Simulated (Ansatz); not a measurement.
An input for Ansatz 0.2.0 (SrVO3):

File input.yaml:

```yaml
crystal:
  lattice:
    - [3.8409, 0.0, 0.0]
    - [0.0, 3.8409, 0.0]
    - [0.0, 0.0, 3.8409]
  atoms:
    - { symbol: Sr, position: [0.5, 0.5, 0.5] }
    - { symbol: V, position: [0.0, 0.0, 0.0], spin: 2.0 }
    - { symbol: O, position: [0.0, 0.0, 0.5] }
    - { symbol: O, position: [0.0, 0.5, 0.0] }
    - { symbol: O, position: [0.5, 0.0, 0.0] }
hamiltonian:
  xc:
    exchange: r2scan
    correlation: r2scan
    exx: { coeff: inverse_dielectric }
  pseudopotentials: { kind: paw }
magnetization:
  spin_polarized: true
kpoints:
  mp_grid: { grid: [4, 4, 4] }
scf:
  occupations: { method: fermi_dirac, width: 0.05 }
output:
  forces: true
  stress: true
  eigenvalues: true
```

Potentials or basis: Ansatz PAW.

Run with:

```console
$ ansatz run input.yaml --threads 2 --pin off --max-ram 5632MiB --backend cpu --events-out ev --progress --plain --runs-dir out
```

How does this run end?

The run stopped without a result. It printed:

Output:

```text
Warning: output.stress: scf.convergence.dr2_threshold = 1e-7 eV (the SCF's general default) is looser than the 5e-10 eV advised for a printed stress (1e-10 eV for each atom of the cell: 5). What an SCF threshold leaves in a stress goes as its square root, and in the free energy as the threshold itself, and one threshold admits the most on a small cell: of the crystals measured, under no hybrid functional and no lock of the moments, on runs that ended without the residual-converged pass, on stresses that held no estimate of that error, the worst erred by over 100 MPa in a component at 1e-7 eV an atom and by under 5 at 1e-10. Set scf.convergence.dr2_threshold to 5e-10 eV or tighter. The threshold is an SCF's pass mark: one that does not reach it within its budget of iterations ends unconverged, or closes short of it on a stop that the run arms, and scf.convergence.dr2_threshold's page says what that costs each kind of run
Warning: output.stress: scf.exx.energy_threshold = 1e-6 eV is looser than the 5e-8 eV advised for a stress under a hybrid functional (1e-8 eV for each atom of the cell: 5). Every SCF of the exchange loop can meet its threshold on dr2 while the loop round them stops early: no threshold on dr2 bounds what that leaves in the stress. Set scf.exx.energy_threshold to 5e-8 eV or tighter. The threshold is the loop's pass mark: a loop that does not reach it within its budget of cycles ends unconverged, and scf.exx.energy_threshold's page has the law
Error: inconsistent input (hamiltonian.xc.exx): inverse_dielectric: a primitive cell of the crystal, on which the dielectric tensor is taken, has no even number of electrons, as an insulator without a net moment has; type the fraction
```
